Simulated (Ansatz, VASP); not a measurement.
## One calculation of TiC, two programs

```xyz
2
Lattice="0.0000 2.0416 2.0416 2.0416 0.0000 2.0416 2.0416 2.0416 0.0000" Properties=species:S:1:pos:R:3 pbc="T T T"
Ti    0.0000    0.0000    0.0000
C     2.0416    2.0416    2.0416
```

Change from the starting cell: volume scaled by 0.88, PAW files.

Alike in both runs: task single point; functional LDA; k mesh 17 × 17 × 17; occupations fermi-dirac, width 0.08 eV; no spin polarisation.

|  | VASP | Ansatz |
| --- | --- | --- |
| version | VASP 6.6.1 | Ansatz 0.2.0 |
| potentials or method | VASP PAW LDA potentials, release 64 (Ti_sv, C) | PAW with Ansatz's default frozen-core files, scalar-relativistic |
| plane-wave cutoff (eV) | 520 | 420 |
| valence electrons in the cell | 16 | 16 |

```csv
,VASP,Ansatz,Ansatz less VASP
pressure (GPa),47.2,46.4,-0.76
```

Caveats: so large a pressure means that the cell lies far from this level's equilibrium, or that cutoff or potentials fall short (VASP).
